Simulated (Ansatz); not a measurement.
Wires are cut from relaxed bulk BAs (F-43m, 13.90 Å³/atom, gap on the mesh 1.20 eV); atoms and period are relaxed, and energies count from that bulk. Caps count from half an H2 molecule.

Computed with DFT PBE, scalar-relativistic, plane waves, PAW in Ansatz.

Cutoff 420 eV, Gaussian smearing of 0.05 eV, energies at zero smearing, symmetry of each start kept, no spin polarisation.

| start | atoms | k mesh | excess energy (eV per host atom) | line energy (eV/Å) | period (Å) | gap on the mesh (eV) | highest filled level or Fermi level under vacuum (eV) |
| --- | --- | --- | --- | --- | --- | --- | --- |
| [111] wire, 8 host atoms a period with H caps | 22 | 1×1×4 | 0.024 | 0.023 | 8.535 | 4.68 | 6.32 |
| [111] wire, 12 host atoms a period with H caps | 30 | 1×1×4 | 0.004 | 0.005 | 8.410 | 4.52 | 6.02 |
| [111] wire, 14 host atoms a period with H caps | 32 | 1×1×4 | 0.056 | 0.094 | 8.333 | 3.93 | 5.80 |

Each run keeps its start's symmetry and one magnetic start, so lower states can exist.